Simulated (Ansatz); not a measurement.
YN:

```xyz
2
Lattice="0.0000 2.4385 2.4385 2.4385 0.0000 2.4385 2.4385 2.4385 0.0000" Properties=species:S:1:pos:R:3 pbc="T T T"
Y     0.0000    0.0000    0.0000
N     2.4385    2.4385    2.4385
```

Base run:

| Quantity | Value |
| --- | --- |
| Program | Ansatz 0.2.0 |
| Functional | PBE0 |
| Potentials or basis | all-electron PAW datasets made for the crystal |
| Cutoff | 310 eV (chosen from the basis error) |
| k mesh | 6 × 6 × 6 |
| Occupations | fermi-dirac, width 0.05 eV |
| Spin | no spin polarisation |

Its results: band gap on the k mesh 1.73 eV, indirect (least direct gap 2.20 eV); pressure 0.7 GPa.

Question: The run is repeated on the same cell with these changes: functional from PBE0 to HSE06. What comes out?

Answer: Band gap on the k mesh 1.07 eV, indirect (least direct gap 1.53 eV); pressure 0.6 GPa.

A k mesh can miss the band edges.
